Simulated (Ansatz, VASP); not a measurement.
## Bi in VASP and in Ansatz

The input INCAR:

```
SYSTEM = Bi
PREC = Accurate
ENCUT = 520
EDIFF = 1E-6
ISMEAR = -1
SIGMA = 0.1
LREAL = .FALSE.
LASPH = .TRUE.
NELM = 80
ALGO = Normal
ISIF = 2
LWAVE = .FALSE.
LCHARG = .TRUE.
GGA = B5
ALDAX = 1.0
AGGAX = 1.0
AGGAC = 1.0
ALDAC = 0.0
LELF = .TRUE.
LVHAR = .TRUE.
NBANDS = 14
```

KPOINTS

```
Automatic mesh
0
G
  12 12 12
  0 0 0
```

POSCAR

```
Bi
1.0
    0.0000000000      2.4785125759      2.4785125759
    2.4785125759      0.0000000000      2.4785125759
    2.4785125759      2.4785125759      0.0000000000
Bi
1
Direct
    0.0000000000      0.0000000000      0.0000000000
```

Input for Ansatz:

```yaml
crystal:
  lattice:
    - [0.0, 2.4785125759, 2.4785125759]
    - [2.4785125759, 0.0, 2.4785125759]
    - [2.4785125759, 2.4785125759, 0.0]
  atoms:
    - { symbol: Bi, position: [0.0, 0.0, 0.0] }
hamiltonian:
  xc: blyp
  pseudopotentials:
    kind: paw
    azcp:
      Bi: "pseudopotentials/Bi.paw.azcp"
basis:
  ecutwfc: 420
  fft_grid_basis: typed
kpoints:
  mp_grid: { grid: [12, 12, 12], shift: [0, 0, 0] }
magnetization:
  spin_polarized: false
scf:
  occupations: { method: fermi_dirac, width: 0.1 }
  lower_state_search: "off"
output:
  stress: true
  write_density: true
  write_potential: true
  elf: true
  volumetric_format: npy
```

Alike in both runs: task single point; functional BLYP; k mesh 12 × 12 × 12; occupations fermi-dirac, width 0.1 eV; no spin polarisation.

|  | VASP | Ansatz |
| --- | --- | --- |
| version | VASP 6.6.1 | Ansatz 0.2.0 |
| potentials or method | VASP PAW PBE potentials, release 64 (Bi_d) | plane waves (420 eV) with PAW, scalar-relativistic |
| plane-wave cutoff (eV) | 520 | 420 |
| valence electrons in the cell | 15 | 15 |

|  | VASP | Ansatz | Ansatz less VASP |
| --- | --- | --- | --- |
| pressure (GPa) | 6.9 | 6.7 | -0.15 |

Caveats: the PAW data sets were made with another functional, which shifts forces and pressure a little (VASP).
